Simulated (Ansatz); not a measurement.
Computed with Ansatz on PBE0-D4/def2-TZVP structures; ΔE is electronic, products minus reactants. CCSD(T)/CBS is the MP2 limit (def2-TZVPP, def2-QZVPP) plus CCSD(T) − MP2 in def2-TZVPP, frozen cores. DFT in def2-TZVPP. B3LYP here is the variant with VWN-RPA as its local correlation; programs differ in this. Each species was taken in one conformer, which may not be the lowest.

Consider the ligand exchange at the Al–C bond: `[AlH2][C@H]1C[Si@@H]1S` + `N=C(N)O` → `N/C(O)=[N]\[AlH2]` + `S[SiH]1CC1`.

**Question.** Is it downhill or uphill in electronic energy at CCSD(T)/CBS, and by how much? (Estimate.)

**Answer.** Computed: Downhill: ΔE = -81.3 kJ/mol.

**Question.** What do these levels give: PBE-D4, PBE0-D4, ωB97X-V, ωB97M-V, r2SCAN, B3LYP, MP2/def2-TZVPP, SCS-MP2/def2-TZVPP, CCSD/def2-TZVPP, CCSD(T)/def2-TZVPP, MP2/def2-QZVPP, SCS-MP2/def2-QZVPP? (Best estimate.)

**Answer.** Computed: PBE-D4 -79.5, PBE0-D4 -81.0, ωB97X-V -87.1, ωB97M-V -85.6, r2SCAN -86.9, B3LYP -95.6, MP2/def2-TZVPP -84.0, SCS-MP2/def2-TZVPP -86.8, CCSD/def2-TZVPP -85.6, CCSD(T)/def2-TZVPP -82.3, MP2/def2-QZVPP -83.4, SCS-MP2/def2-QZVPP -86.2 kJ/mol.

Largest T1 diagnostic among the species: 0.014.

The D4 term adds +4.2 kJ/mol with B3LYP and +2.3 kJ/mol with PBE0; it sums over pairs of atoms, weighted by their polarisabilities, and B3LYP, whose exchange is more repulsive, gets the larger term. In def2-TZVPP, CCSD(T) changes the Hartree–Fock value by +19.3 kJ/mol (the triples alone add +3.3 kJ/mol) and MP2 by +17.6 kJ/mol.
